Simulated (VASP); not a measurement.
**VASP 6.6.1 run: Si**

INCAR

```
IBRION = -1
ISMEAR = -1
NBANDS = 16
SIGMA = 0.02
NELM = 53
PREC = Accurate
EDIFF = 1E-7
AMIX = 0.2
NSW = 0
LCHARG = .FALSE.
IMIX = 1
ENCUT = 520
LREAL = .FALSE.
ISIF = 2
METAGGA = RTPSS
LASPH = .TRUE.
LWAVE = .FALSE.
```

KPOINTS

```
KPOINTS created by Atomic Simulation Environment
0
Gamma
12 12 4
0 0 0
```

POSCAR

```
Si
 1.0000000000000000
     3.8321295590073570    0.0000000000000000    0.0000000000000000
    -1.9160647795036785    3.3187215486936292    0.0000000000000000
     0.0000000000000000    0.0000000000000000    6.4680411976999999
 Si
   4
Cartesian
 -0.0000000000000000  2.2124810324624193  0.0102558172823780
  1.9160647795036783  1.1062405162312097  3.2442764161323776
 -0.0000000000000000  2.2124810324624193  2.4152596318551223
  1.9160647795036783  1.1062405162312097  5.6492802307051218
```

The recommended PBE PAW datasets give the neutral cell 16 valence electrons.

Command

```
mpirun -np 1 vasp_std
```

Question: How does this run end, and what does it give?

Answer: It converged. Results: gap between bands v and c on the k mesh 0.50 eV; least direct gap on the k mesh 1.28 eV; pressure -2.1 GPa. Band v is the last that the valence electrons fill when counted band by band, and c is the next.

OSZICAR

```
N       E                     dE             d eps       ncg     rms          rms(c)
DAV:   1     0.289720984919E+02    0.28972E+02   -0.70248E+03  3648   0.258E+03
DAV:   2    -0.182604092068E+02   -0.47233E+02   -0.43043E+02  1824   0.168E+02
DAV:   3    -0.261465965923E+02   -0.78862E+01   -0.71546E+01  3648   0.121E+02
DAV:   4    -0.264692289723E+02   -0.32263E+00   -0.31401E+00  2136   0.121E+01
DAV:   5    -0.265089912904E+02   -0.39762E-01   -0.39460E-01  3568   0.960E+00    0.105E+01
DAV:   6    -0.268316042857E+02   -0.32261E+00   -0.16068E+01  2576   0.366E+01    0.883E+00
DAV:   7    -0.268428868817E+02   -0.11283E-01   -0.12228E+00  2360   0.137E+01    0.687E+00
DAV:   8    -0.268168705502E+02    0.26016E-01   -0.12718E-02  2264   0.694E-01    0.547E+00
DAV:   9    -0.268034773499E+02    0.13393E-01   -0.53225E-03  2400   0.443E-01    0.436E+00
DAV:  10    -0.267980968648E+02    0.53805E-02   -0.33179E-03  2320   0.364E-01    0.346E+00
...
DAV:  38    -0.268017618534E+02   -0.10273E-05   -0.18419E-07  1968   0.292E-03    0.619E-03
DAV:  39    -0.268017626071E+02   -0.75377E-06   -0.13949E-07  1776   0.256E-03    0.505E-03
DAV:  40    -0.268017631583E+02   -0.55115E-06   -0.10657E-07  1680   0.229E-03    0.414E-03
DAV:  41    -0.268017635597E+02   -0.40143E-06   -0.79741E-08  1512   0.201E-03    0.339E-03
DAV:  42    -0.268017638506E+02   -0.29091E-06   -0.59790E-08  1464   0.175E-03    0.279E-03
DAV:  43    -0.268017640602E+02   -0.20961E-06   -0.44877E-08  1368   0.152E-03    0.230E-03
DAV:  44    -0.268017642102E+02   -0.14999E-06   -0.33618E-08  1272   0.131E-03    0.191E-03
DAV:  45    -0.268017643158E+02   -0.10561E-06   -0.25283E-08  1160   0.113E-03    0.158E-03
DAV:  46    -0.268017643904E+02   -0.74524E-07   -0.19008E-08  1120   0.979E-04
   1 F= -.26801764E+02 E0= -.26801764E+02  d E =-.187698E-07
```

Standard output (part)

```
POSCAR found type information on POSCAR Si
 POSCAR found :  1 types and       4 ions
 LDA part: xc-table for (None), standard interpolation
 POSCAR, INCAR and KPOINTS ok, starting setup
 WAVECAR not read
 entering main loop
```

For comparison, a separate PBE run of the intended cell, on usual settings and not on those above, gives a gap of 0.53 eV on its mesh and a pressure of -0.6 GPa.
